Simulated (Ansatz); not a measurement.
# EuO (rocksalt): exchange couplings and spin waves

Aim: map the magnet EuO (rocksalt) on a Heisenberg model by the force theorem, and read spin waves, ordering temperature and anisotropy.

Program: Ansatz 0.2.0. Level of theory: DFT LDA+U (U_eff = 6 eV on Eu 4f), scalar-relativistic, plane waves, PAW. These are calculated values, not measurements.

## Step 1: The starting structure

It takes space group Fm-3m (No. 225, cubic). Conventional cell: a = 5.144 Å, b = 5.144 Å, c = 5.144 Å, α = 90.00°, β = 90.00°, γ = 90.00°. Eu (site symmetry m-3m) has 6 O at 2.57 Å as nearest neighbours. O (site symmetry m-3m) has 6 Eu at 2.57 Å as nearest neighbours.

Structure file:

```cif
data_structure
_symmetry_space_group_name_H-M 'Fm-3m'
_symmetry_Int_Tables_number 225
_cell_length_a 5.1439
_cell_length_b 5.1439
_cell_length_c 5.1439
_cell_angle_alpha 90.000
_cell_angle_beta 90.000
_cell_angle_gamma 90.000
_cell_volume 136.11
loop_
_atom_site_label
_atom_site_type_symbol
_atom_site_symmetry_multiplicity
_atom_site_Wyckoff_symbol
_atom_site_fract_x
_atom_site_fract_y
_atom_site_fract_z
_atom_site_occupancy
Eu1 Eu 4 b 0.50000 0.00000 0.00000 1
O1 O 4 a 0.00000 0.00000 0.00000 1
```

The cell is the measured one, not relaxed. An earlier run on this cell at LDA+U (U_eff = 6 eV on Eu 4f) gave -6.80 GPa at 17.013 Å³/atom (10×10×10 mesh), mesh gap 0.19 eV, moments in the atoms' spheres Eu 6.74; O -0.07 μB. The cell is stretched at this level.

## Step 2: Exchange couplings, spin waves and anisotropy by the force theorem

input.yaml

```yaml
crystal:
  lattice:
    - [0.0, 2.5719519658, 2.5719519658]
    - [2.5719519658, 0.0, 2.5719519658]
    - [2.5719519658, 2.5719519658, 0.0]
  atoms:
    - { symbol: Eu, position: [0.5, 0.5, 0.5], spin: 7.42 }
    - { symbol: O, position: [0.0, 0.0, 0.0] }
basis:
  ecutwfc: 420
  ecutrho_ratio: 4
kpoints:
  mp_grid: { grid: [10, 10, 10] }
  band_path:
    path:
      - [[0.0, 0.0, 0.0], [0.5, 0.0, 0.5], [0.625, 0.25, 0.625]]
      - [[0.375, 0.375, 0.75], [0.0, 0.0, 0.0], [0.5, 0.5, 0.5], [0.5, 0.25, 0.75], [0.5, 0.0, 0.5]]
    npoints: 6
hamiltonian:
  xc: lda
  hubbard: { sites: [{ species: Eu, l: f, u_eff: 6.0 }] }
scf:
  occupations: { method: gaussian, width: 0.05 }
  lower_state_search: "off"
output:
  forces: true
  stress: true
  eigenvalues: true
  populations: true
  hubbard: { sites: [{ species: Eu, l: f }] }
  eigenstates:
    nscf_kmesh: { grid: [10, 10, 10] }
    top_band: c28
    exchange_couplings: { magnetic: [{ site: 0 }] }
    magnetocrystalline_anisotropy: {}
magnetization:
  spin_polarized: true
checkpoint:
  read: start.run
  write: ck
  compress: false
  write_wavefunctions: false
  write_every: 100000
```

start.run is the folder with the converged state of an earlier run on this cell.

The run is started by

```bash
$ ansatz run input.yaml --threads 4 --pin off --max-ram 9216MiB --backend cpu --events-out ev --progress --plain --runs-dir out
```

Before running it: what results should come out? Wanted: strongest shell; highest spin wave on the path; mean-field ordering temperature; ordering temperature, random-phase; spin stiffness xx, yy, zz; anisotropy.

As calculated:

```
                                      quantity                                value
                               strongest shell  Eu–Eu at 3.64 Å, J = 1.248 meV × 12
                 highest spin wave on the path                             12.4 meV
               mean-field ordering temperature      134 K at q = (0.00, 0.00, 0.00)
ordering temperature, random-phase (Tyablikov)                                105 K
                     spin stiffness xx, yy, zz              25.7, 25.7, 25.7 meV Å²
                                    anisotropy                         not resolved
```

What this shows: The shell that weighs most is Eu–Eu at 3.64 Å and favours parallel moments. No spin-wave energy is negative on the path. For classical moments, mean-field theory puts the ordering at 134 K and the random-phase form, which counts the spin waves, at 105 K. By the program's own test the highest bands of the sum still move the couplings by 17 % and the mean-field temperature by 15 %, so they aren't converged in bands. The couplings belong to the order typed, which need not be the compound's real one. The anisotropy, 0.0052 meV per cell, is smaller than its spread over meshes, so no easy axis is named. Open d and f shells can converge to several self-consistent states; these numbers belong to the ones reached here. Spin–orbit coupling enters the anisotropy alone, not the self-consistent state or the couplings.
